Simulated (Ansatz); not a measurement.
The system is Mg.

```xyz
2
Lattice="3.2093 0.0000 0.0000 -1.6046 2.7793 0.0000 0.0000 0.0000 5.2103" Properties=species:S:1:pos:R:3 pbc="T T T"
Mg    1.6047    0.9264    3.9077
Mg    0.0000    1.8529    1.3026
```

Base run:

- Program: Ansatz 0.2.0
- Functional: LDA
- Potentials or basis: Ansatz PAW
- Cutoff: 420 eV (not typed: the program's choice for these potentials)
- k mesh: 10 × 10 × 5
- Occupations: fermi-dirac, width 0.05 eV
- Spin: no spin polarisation

Its results: band gap on the k mesh none (metal or under the smearing width); pressure -2.4 GPa.

Task: The run is repeated on the same cell with these changes: functional from LDA to BPBE. What comes out?

Result: Band gap on the k mesh none (metal or under the smearing width); pressure 0.0 GPa.

Caveats: the PAW data sets come from PBE, with cores solved anew for the run's functional, which leaves a small shift of forces and pressure.
